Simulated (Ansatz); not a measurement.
The system is Pb.

```
Pb
1.0
     3.03861   -1.75032    0.00000
     3.03861    1.75032    0.00000
    -2.11546    0.00000    6.09522
Pb
2
Direct
  0.90851 0.90851 0.72629
  0.09149 0.09149 0.27371
```

This isn't the form of Pb at room conditions, which is fcc.

| Item | Value |
| --- | --- |
| Program | Ansatz 0.2.0 |
| Task | relaxation of cell and atoms |
| Functional | PBEsol |
| Potentials or basis | Ansatz PAW |
| Cutoff | 420 eV (not typed: the program's choice for these potentials) |
| k mesh | 9 × 9 × 5 |
| Occupations | fermi-dirac, width 0.05 eV |
| Spin | no spin polarisation |

At the start: volume 32.42 Å³/atom.

Task: Where does the relaxation end?

Result: It ends after 14 steps and the volume is 30.05 Å³/atom (-7.3 %); space group C2/m (No. 12, to 0.05 Å).

The path:
| step | energy change (eV) | largest force (eV/Å) | volume (Å³) |
| --- | --- | --- | --- |
| 1 | 0.0000 | 0.1368 | 64.84 |
| 2 | -0.0176 | 0.0414 | 61.98 |
| 3 | -0.0192 | 0.0203 | 62.22 |
| 4 | -0.0389 | 0.0133 | 63.15 |
| 5 | -0.0752 | 0.2086 | 62.46 |
| 6 | -0.1270 | 0.1377 | 59.95 |
| 7 | -0.1424 | 0.0350 | 59.82 |
| 8 | -0.1509 | 0.0106 | 60.07 |
| 9 | -0.1529 | 0.0034 | 60.17 |
| 10 | -0.1531 | 0.0005 | 60.04 |
| 11 | -0.1533 | 0.0044 | 60.02 |
| 12 | -0.1548 | 0.0045 | 60.02 |
| 13 | -0.1549 | 0.0005 | 60.10 |
| 14 | -0.1549 | 0.0005 | 60.10 |

Final structure:
```
Pb
1.0
     3.01718   -1.74750   -0.53187
     3.01718    1.74750   -0.53187
    -3.16743    0.00000    6.25756
Pb
2
Direct
  0.00000 0.00000 0.75002
  0.00000 0.00000 0.24998
```

Caveat: the plane-wave basis is chosen anew once the cell has moved, so the energies of steps on either side of that aren't comparable; the PAW data sets come from PBE, with cores solved anew for the run's functional, which leaves a small shift of forces and pressure.
